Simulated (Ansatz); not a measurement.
# Al: the cost of one run

Method: DFT PBE+D3(BJ), scalar-relativistic, plane waves, PAW, in Ansatz 0.2.0.

27 further runs of the same task are left out: 27 set aside as unsound or not needed.

## (1) The system as given

It takes space group P6_3/mmc (No. 194, hexagonal). Conventional cell: a = 2.814 Å, b = 2.814 Å, c = 9.241 Å, α = 90.00°, β = 90.00°, γ = 120.00°. Around Al (site symmetry -3m) lie 12 Al at 2.81 to 2.82 Å. Around Al (site symmetry -6m2) lie 12 Al at 2.81 to 2.82 Å.

As a file:

```xyz
4
Lattice="2.8144 0.0000 0.0000 -1.4072 2.4374 0.0000 0.0000 0.0000 9.2410" Properties=species:S:1:pos:R:3 pbc="T T T"
Al    0.0000    0.0000    0.0000
Al    0.0000    1.6249    2.3103
Al    0.0000    0.0000    4.6205
Al    1.4072    0.8125    6.9308
```

It goes back to an entry of the Materials Project, which need not be the stable form.

This cell was relaxed beforehand with the same method: volume 15.85 Å³/atom, gap on the mesh none (metal).

## (2) The scan

Atoms count from 1 in the order of the input.

One atom moved over a plane, all else fixed.

First coordinate, shift of Al2 along [1 2 0]: 11 values from −0.70 Å. Second coordinate, shift of Al2 along [0 0 1]: 11 values from −0.70 Å.

Nothing else is relaxed (all other atoms fixed). Energies count from the relaxed crystal. Points are written as (first, second).

## (3) Point (−0.56 Å, −0.42 Å)

input.yaml

```yaml
crystal:
  lattice:
    - [2.814422265, 0.0, 0.0]
    - [-1.4072111325, 2.4373611785, 0.0]
    - [0.0, 0.0, 9.241047071]
  atoms:
    - { symbol: Al, position: [0.0, 0.0, 0.0] }
    - { symbol: Al, position: [0.2184549959, 0.4369099917, 0.2045506048] }
    - { symbol: Al, position: [0.0, 0.0, 0.5] }
    - { symbol: Al, position: [0.6666666667, 0.3333333333, 0.75] }
basis:
  ecutwfc: 420
kpoints:
  mp_grid: { grid: [18, 18, 4] }
hamiltonian:
  xc: pbe
  pseudopotentials: { kind: paw, azcp: { folder: soft_1 } }
  dispersion: d3bj
scf:
  occupations: { method: gaussian, width: 0.15 }
output:
  forces: true
  stress: true
  eigenvalues: true
```

Run with:

```console
> ansatz run input.yaml --threads 4 --pin off --max-ram 8192MiB --backend cpu --events-out ev --progress --plain --runs-dir out
```

What time and memory should one allow on 4 threads of Arm Neoverse N1, shared host?

About 17 s, with a peak of 0.77 GiB.
